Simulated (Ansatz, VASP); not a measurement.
**NaI in VASP and in Ansatz**

```
CELL_PARAMETERS angstrom
0.00000 3.19266 3.19266
3.19266 0.00000 3.19266
3.19266 3.19266 0.00000
ATOMIC_POSITIONS crystal
I 0.50000 0.50000 0.50000
Na 0.00000 0.00000 0.00000
```

Alike in both runs: task single point; functional PBEsol; k mesh 7 × 7 × 7; occupations fermi-dirac, width 0.05 eV; no spin polarisation.

|  | VASP | Ansatz |
| --- | --- | --- |
| version | VASP 6.6.1 | Ansatz 0.2.0 |
| potentials or method | VASP PAW PBE potentials, release 64 (I, Na_pv) | Ansatz PAW |
| plane-wave cutoff (eV) | 520 | 420 |
| valence electrons in the cell | 14 | 26 |

Ansatz gave:

- gap on the k mesh at the Fermi level (eV): 3.62
- least direct gap on the mesh (eV): 3.62
- pressure (GPa): 0.1

Task: Which values does VASP return?

Result: gap on the k mesh at the Fermi level (eV): 3.61; least direct gap on the mesh (eV): 3.61; pressure (GPa): 0.2.

The two sets of potentials don't hold the same shells in valence.

Caveats: spin-orbit coupling is left out, which moves the levels of the heavy elements; the PAW data sets were made with another functional, which shifts forces and pressure a little (VASP); odd divisions of the mesh miss points on the zone boundary, where band edges often lie, so the gap on the mesh can be too wide (Ansatz); the PAW data sets come from PBE, with cores solved anew for the run's functional, which leaves a small shift of forces and pressure (Ansatz).
